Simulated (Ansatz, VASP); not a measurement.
## MoP in VASP and in Ansatz

INCAR

```
SYSTEM = MoP
PREC = Accurate
ENCUT = 520
EDIFF = 1E-7
ISMEAR = -1
SIGMA = 0.05
LREAL = .False.
LASPH = .True.
NELM = 80
ALGO = Normal
ISIF = 2
LWAVE = .False.
LCHARG = .False.
GGA = PE
NBANDS = 16
```

File KPOINTS:

```
Automatic mesh
0
Gamma
  10 10 8
  0 0 0
```

Contents of POSCAR:

```
MoP
1.0
    3.2013684757      0.0000000000      0.0000000000
   -1.6006842379      2.7724664269      0.0000000000
    0.0000000000      0.0000000000      3.1695832473
Mo P
1 1
Direct
    0.0000000000      0.0000000000      0.0000000000
    0.3333333333      0.6666666667      0.5000000000
```

The input input.yaml:

```yaml
crystal:
  lattice:
    - [3.2013684757, 0.0, 0.0]
    - [-1.6006842379, 2.7724664269, 0.0]
    - [0.0, 0.0, 3.1695832473]
  atoms:
    - { symbol: Mo, position: [0.0, 0.0, 0.0] }
    - { symbol: P, position: [0.3333333333, 0.6666666667, 0.5] }
hamiltonian:
  xc: pbe
  pseudopotentials: { kind: paw }
kpoints:
  mp_grid: { grid: [10, 10, 8] }
scf:
  occupations: { method: fermi_dirac, width: 0.05 }
output:
  forces: true
  stress: true
  eigenvalues: true
```

Change from the starting cell: volume scaled by 0.98.

Alike in both runs: task single point; functional PBE; k mesh 10 × 10 × 8; occupations fermi-dirac, width 0.05 eV; no spin polarisation.

```csv
,VASP,Ansatz
version,VASP 6.6.1,Ansatz 0.2.0
potentials or method,"VASP PAW PBE potentials, release 64 (Mo_sv, P)",Ansatz PAW
plane-wave cutoff (eV),520,420
valence electrons in the cell,19,19
```

VASP gave:

| Quantity | Value |
| --- | --- |
| gap on the k mesh at the Fermi level (eV) | none |
| pressure (GPa) | 7.6 |
| largest component of the traceless stress (GPa) | 0.39 |

Estimate Ansatz's values.

gap on the k mesh at the Fermi level (eV): none; pressure (GPa): 7.5; largest component of the traceless stress (GPa): 0.40.

A gap of «none» marks a metal or a gap that the smearing closes.
